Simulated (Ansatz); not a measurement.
# SiC (Fm-3m): seeking the equilibrium cell

Aim: the volume at which the pressure of SiC (Fm-3m) vanishes.

Computed with Ansatz 0.2.0 (DFT PBE, scalar-relativistic, plane waves, PAW, unless a step's input says otherwise).

**1. The system as given**

Symmetry: Fm-3m, No. 225, cubic system. The conventional cell has a = 4.176 Å, b = 4.176 Å, c = 4.176 Å, α = 90.00°, β = 90.00°, γ = 90.00°. C (site symmetry m-3m) has 6 Si at 2.09 Å as nearest neighbours. Around Si (site symmetry m-3m) lie 6 C at 2.09 Å.

As a file:

```
CELL_PARAMETERS angstrom
0.00000 2.08810 2.08810
2.08810 0.00000 2.08810
2.08810 2.08810 0.00000
ATOMIC_POSITIONS crystal
C 0.00000 0.00000 0.00000
Si 0.50000 0.50000 0.50000
```

**2. First run, at the start cell**

Input file input.yaml:

```yaml
crystal:
  lattice:
    - [0.0, 2.08810077, 2.08810077]
    - [2.08810077, 0.0, 2.08810077]
    - [2.08810077, 2.08810077, 0.0]
  atoms:
    - { symbol: C, position: [0.0, 0.0, 0.0] }
    - { symbol: Si, position: [0.5, 0.5, 0.5] }
basis:
  ecutwfc: 420
  ecutrho_ratio: 4
kpoints:
  mp_grid: { grid: [18, 18, 18] }
hamiltonian:
  xc: pbe
scf:
  occupations: { method: gaussian, width: 0.05 }
output:
  forces: true
  stress: true
  eigenvalues: true
```

Started as:

```console
$ ansatz run input.yaml --threads 1 --pin off --max-ram 2560MiB --backend cpu --events-out ev --progress --plain --runs-dir out
```

After this run come: Next volume, run 2; Volume adjusted, run 3.

Q: Predict the outcome of this session. Wanted: volume; pressure; conventional cell; gap on the mesh.

**Answer**, as computed:

```
         quantity                                                                      value
           volume                                                              8.347 Å³/atom
         pressure                                                                   0.04 GPa
conventional cell  a = 4.057 Å, b = 4.057 Å, c = 4.057 Å, α = 90.00°, β = 90.00°, γ = 90.00°
  gap on the mesh                                                               none (metal)
```

The volume went from 9.10 to 8.35 Å³/atom (-8.3 %), where 0.04 GPa is left.
